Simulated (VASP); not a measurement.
A run of VASP 6.6.1:

File INCAR:

```
SYSTEM = Os
ALGO     = Normal         ! electronic algorithm
EDIFF    = 1E-7           ! SCF threshold, eV
ENCUT    = 520            ! plane-wave cutoff, eV
GGA      = PE             ! functional
ISIF     = 2              ! what is computed and relaxed
ISMEAR   = 0              ! smearing method
LASPH    = .TRUE.         ! aspherical terms in the spheres
LCHARG   = .TRUE.         ! write CHGCAR
LELF     = .TRUE.         ! ELF
LREAL    = .FALSE.        ! projectors in reciprocal space
LVHAR    = .TRUE.       
LWAVE    = .FALSE.        ! write WAVECAR
NBANDS   = 10             ! bands
NELM     = 100            ! most SCF steps
PREC     = Accurate       ! precision mode
SIGMA    = 0.1            ! smearing width, eV
```

Contents of KPOINTS:

```
k-points
0
G
  8 8 8
  0 0 0
```

File POSCAR:

```
Os
1.0
   -1.5182944859      1.5182944859      1.5182944859
    1.5182944859     -1.5182944859      1.5182944859
    1.5182944859      1.5182944859     -1.5182944859
Os
1
Direct
    0.0000000000      0.0000000000      0.0000000000
```

Potentials or basis: VASP PAW PBE potentials, release 64 (Os).

Command:

```bash
$ cat potpaw_PBE.64/Os/POTCAR > POTCAR
$ mpirun -np 1 vasp_std > vasp.out
```

Hardware: 1 thread of Intel(R) Xeon(R) Platinum 8488C (Sapphire Rapids), with other jobs on the host.

Question: How long does it take, and how much memory?

Answer: Run time: 3.9 s on 1 thread of Intel(R) Xeon(R) Platinum 8488C (Sapphire Rapids), with other jobs on the host, peak memory 0.12 GiB. Counts: scf iterations 13, k points 29.
